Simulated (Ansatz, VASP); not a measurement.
## W in VASP and in Ansatz

```
W
1.0
    -1.56652    1.56652    1.58234
     1.56652   -1.56652    1.58234
     1.56652    1.56652   -1.58234
W
1
Cartesian
  0.0000 0.0000 0.0000
```

Alike in both runs: functional PBE; k mesh 10 × 10 × 10; occupations fermi-dirac, width 0.05 eV; no spin polarisation.

|  | VASP | Ansatz |
| --- | --- | --- |
| version | VASP 6.6.1 | Ansatz 0.2.0 |
| potentials or method | VASP PAW PBE potentials, release 64 (W_sv) | Ansatz PAW |
| plane-wave cutoff (eV) | 520 | 420 |
| valence electrons in the cell | 14 | 14 |
| task | single point | band structure |

VASP gave:

| Quantity | Value |
| --- | --- |
| gap on the k mesh at the Fermi level (eV) | none |
| pressure (GPa) | 13.5 |
| largest component of the traceless stress (GPa) | 2.36 |

Question: What did Ansatz give for the same quantities?

Answer: gap on the k mesh at the Fermi level (eV): none; pressure (GPa): 12.9; largest component of the traceless stress (GPa): 2.36.

A gap of «none» marks a metal or a gap that the smearing closes. With one functional, cell and mesh, what is left measures potentials, basis and numerics.

Caveats: spin-orbit coupling is left out, which moves the levels of the heavy elements (Ansatz). The runs have no spin-orbit coupling, so splittings on W are missing.
